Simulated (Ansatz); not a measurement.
N in Ansatz: convergence with k mesh

Input of the first run (k mesh 4 × 4 × 3); the others differ in this setting and in those tied to it:

input.yaml

```yaml
crystal:
  lattice:
    - [2.5194737886, 0.0, 0.0]
    - [-1.2597368943, 2.1819283051, 0.0]
    - [0.0, 0.0, 2.446002]
  atoms:
    - { symbol: "N", position: [0.3333333333, 0.6666666667, 0.75] }
    - { symbol: "N", position: [0.6666666667, 0.3333333333, 0.25] }
hamiltonian:
  xc: pbesol
  pseudopotentials: { kind: paw }
kpoints:
  mp_grid: { grid: [4, 4, 3] }
scf:
  occupations: { method: gaussian, width: 0.1 }
output:
  forces: true
  stress: true
  eigenvalues: true
```

Potentials or basis: Ansatz PAW.

Run with:

```console
$ ansatz run input.yaml --threads 2 --pin off --max-ram 5632MiB --backend cpu --events-out ev --progress --plain --runs-dir out
```

The real solid is made of molecules; this cell is a model form.

Hardware: 2 threads of Intel(R) Xeon(R) Processor @ 2.50GHz (Skylake/Cascade Lake), on a shared host.

Problem. The values tried are 4 × 4 × 3, 5 × 5 × 4, 6 × 6 × 5, 7 × 7 × 6, 9 × 9 × 8, 11 × 11 × 10, 14 × 14 × 12, 16 × 16 × 15, 20 × 20 × 18, loosest first. From which on does the pressure stay within 0.1 GPa of the tightest run that finished?

Solution. From 16 × 16 × 15 on.

```csv
k mesh,"energy less the tightest run, at zero smearing (meV/atom)",pressure (GPa),SCF cycles,CPU time (s),peak memory (GiB)
4 × 4 × 3,19.70,9.05,6,0.64,0.26
5 × 5 × 4,-48.61,-4.58,6,0.79,0.26
6 × 6 × 5,-25.36,-1.95,6,0.89,0.26
7 × 7 × 6,-8.30,0.43,6,1,0.26
9 × 9 × 8,-2.51,-1.48,6,1.4,0.27
11 × 11 × 10,-1.93,0.38,6,1.9,0.28
14 × 14 × 12,0.09,-0.54,6,2.9,0.29
16 × 16 × 15,-1.16,-0.74,6,3.7,0.31
20 × 20 × 18,0.00,-0.69,6,6.9,0.34
```

Not settled before the last step: the energy (to 1 meV/atom). Meshes of other sizes hit other points, so gaps and Fermi surfaces needn't settle smoothly. The tightest run that finished is the yardstick and may itself not be fully converged.

Caveat, for the tightest run too: the pressure holds a Pulay correction of +1.3 GPa for the finite cutoff; the PAW data sets come from PBE, with cores solved anew for the run's functional, which leaves a small shift of forces and pressure.
